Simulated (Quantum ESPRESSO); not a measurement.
# VO2 under changes of volume

One of the cells (10.308 Å³/atom); the others are scaled copies at fixed shape and fractional positions:

```
CELL_PARAMETERS angstrom
4.50720 0.00000 0.00000
0.00000 4.50720 0.00000
0.00000 0.00000 3.04445
ATOMIC_POSITIONS crystal
V 0.50000 0.50000 0.50000
V 0.00000 0.00000 0.00000
O 0.20036 0.79964 0.50000
O 0.79964 0.20036 0.50000
O 0.70036 0.70036 0.00000
O 0.29964 0.29964 0.00000
```

The cell is a database's computed one.

- Program: Quantum ESPRESSO 7.5
- Functional: PBE
- Potentials or basis: SG15 PBE 1.2
- Cutoff: 952 eV
- Density cutoff: 3810 eV
- k mesh: 5 × 5 × 8
- Occupations: fermi-dirac, width 0.05 eV
- Spin: collinear spin, ferromagnetic start
- Starting moments: [2.0, 2.0, 0.0, 0.0, 0.0, 0.0] μB

| volume (Å³/atom) | energy over the lowest point (meV/atom) | largest force (eV/Å) |
| --- | --- | --- |
| 9.689 | 3.94 | 0.262 |
| 9.896 | 0.00 | 0.266 |
| 10.102 | 2.60 | 0.269 |
| 10.308 | 10.83 | 0.270 |
| 10.514 | 24.42 | 0.271 |
| 10.720 | ? | ? |
| 10.926 | 64.61 | 0.269 |

What does the run at 10.720 Å³/atom give?

Energy over the lowest point 42.52 meV/atom; largest force 0.270 eV/Å.

Worked out: A Birch-Murnaghan fit of order 3 (a polynomial in V^(-2/3)) to the other rows has its minimum at 9.91 Å³/atom with B0 = V·E''(V) = 240 GPa and B' = 4.5 at fixed shape and positions, which overstates the stiffness. It gives 42.45 meV/atom at 10.720 Å³/atom, against the run's 42.52.

Energies are extrapolated to zero smearing.
